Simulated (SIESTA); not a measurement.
## Ta under changes of volume

One of the cells (18.819 Å³/atom); the others are scaled copies at fixed shape and fractional positions:

```
CELL_PARAMETERS angstrom
2.90037 0.00000 0.00000
-1.45019 2.51180 0.00000
0.00000 0.00000 5.16627
ATOMIC_POSITIONS crystal
Ta 0.33333 0.66667 0.25000
Ta 0.66667 0.33333 0.75000
```

This isn't the form of Ta at room conditions, which is bcc.

| Item | Value |
| --- | --- |
| Program | SIESTA 5.4.2 |
| Functional | PBEsol |
| Potentials or basis | PseudoDojo 0.4 standard (PBEsol files) |
| Basis | DZP (energy shift 0.003 Ry; two zetas on semicore shells) |
| Grid cutoff | 800 Ry |
| Energy shift | 0.003 Ry |
| k mesh | 11 × 11 × 5 |
| Occupations | fermi-dirac, width 0.05 eV |
| Spin | no spin polarisation |

```csv
volume (Å³/atom),energy over the lowest point (meV/atom),pressure (GPa)
17.689,9.51,6.6
18.066,0.00,1.8
18.442,1.15,-2.5
18.819,?,?
19.195,32.14,-10.1
19.571,59.96,-13.3
19.948,95.10,-16.3
```

Q: What does the run at 18.819 Å³/atom give?

A: Energy over the lowest point 12.21 meV/atom; pressure -6.6 GPa.

Worked out: A Birch-Murnaghan fit of order 3 (a polynomial in V^(-2/3)) to the other rows has its minimum at 18.21 Å³/atom with B0 = V·E''(V) = 214 GPa and B' = 3.9 at fixed shape and positions, which overstates the stiffness. It gives 12.26 meV/atom at 18.819 Å³/atom, against the run's 12.21, and -dE/dV = -6.6 GPa, against -6.6.

Energies are extrapolated to zero smearing.

Caveats: short orbitals over semicore shells can move pressures by several GPa; the basis of atomic orbitals isn't converged, which shifts pressures, moduli and gaps.
